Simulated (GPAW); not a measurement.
Wanted: an ASE script for a GPAW 26.7.0 run.

```yaml
Task: relaxation of cell and atoms
Functional: PBEsol
Potentials_or_basis: PAW data sets generated in the run's folder for this functional
Cutoff: 600 eV
Basis: pw
k_mesh: 9 × 7 × 6
Occupations: fermi-dirac, width 0.05 eV
Spin: no spin polarisation
Target_pressure: 30 GPa
Maxiter: 150
Optimizer: BFGS
Fmax: 0.02 eV/Å
Max_steps: 60
Target_pressure: 30 GPa
Convergence: density=1e-05 forces=0.0001
```

Ga:

```
CELL_PARAMETERS angstrom
2.77842 0.00000 0.00000
0.00000 3.28161 0.00000
-1.34343 0.00000 3.99027
ATOMIC_POSITIONS crystal
Ga 0.13460 0.75000 0.77017
Ga 0.86540 0.25000 0.22983
```

This isn't the form of Ga at room conditions, which is orthorhombic.

The input as run:

run.py

```python
from ase import Atoms
from ase.filters import FrechetCellFilter
from ase.io import write
from ase.optimize import BFGS
from ase.units import GPa
from gpaw import GPAW, PW, setup_paths

setup_paths.insert(0, '.')

atoms = Atoms(['Ga', 'Ga'],
              cell=[[2.7784220849, 0.0, 0.0],
                    [0.0, 3.28160879, 0.0],
                    [-1.3434310986, 0.0, 3.9902731763]],
              scaled_positions=[[0.13459627, 0.75, 0.77016683],
                                [0.86540373, 0.25, 0.22983317]],
              pbc=True)

calc = GPAW(mode=PW(600),
            xc='PBEsol',
            kpts={'size': (9, 7, 6), 'gamma': True},
            occupations={'name': 'fermi-dirac', 'width': 0.05},
            nbands=10,
            convergence={'density': 1e-05, 'forces': 0.0001},
            maxiter=150,
            txt='gpaw.txt')
atoms.calc = calc
opt = BFGS(FrechetCellFilter(atoms, scalar_pressure=30 * GPa), trajectory='relax.traj', logfile='-')
done = opt.run(fmax=0.02, steps=60)
calc.write('gs.gpw')
write('result.traj', atoms)
print('Converged:', done)
print('Cell:', atoms.cell.cellpar().round(4))
print('Volume:', round(atoms.get_volume(), 4))
print(atoms.get_scaled_positions().round(5))
```

Potentials or basis: PAW data sets generated in the run's folder for this functional, pw.

The run is started by

```console
$ gpaw-setup -f PBEsol Ga
$ OMP_NUM_THREADS=1 python run.py
```

It gave:

- Relaxed volume: 14.13 Å³/atom
- Relaxed cell: a = 2.537 Å, b = 3.079 Å, c = 3.835 Å, α = 90.00°, β = 109.40°, γ = 90.00°
- Space group after relaxing (to 0.05 Å): Cmcm (No. 63)
- Energy change on relaxing (the enthalpy is what falls): +291.5 meV/atom
- Ionic steps: 19
- Pressure after relaxing: 29.9 GPa
- Largest force after relaxing: 0.008 eV/Å
- Band gap on the k mesh: none (metal or under the smearing width)

Caveat: later steps reuse the first step's grids; the volume moved by over 15 % at a fixed basis, so the end points are rough.

Run time: 5.7 min on 1 thread of Arm Neoverse V2 (shared host), peak memory 0.31 GiB.
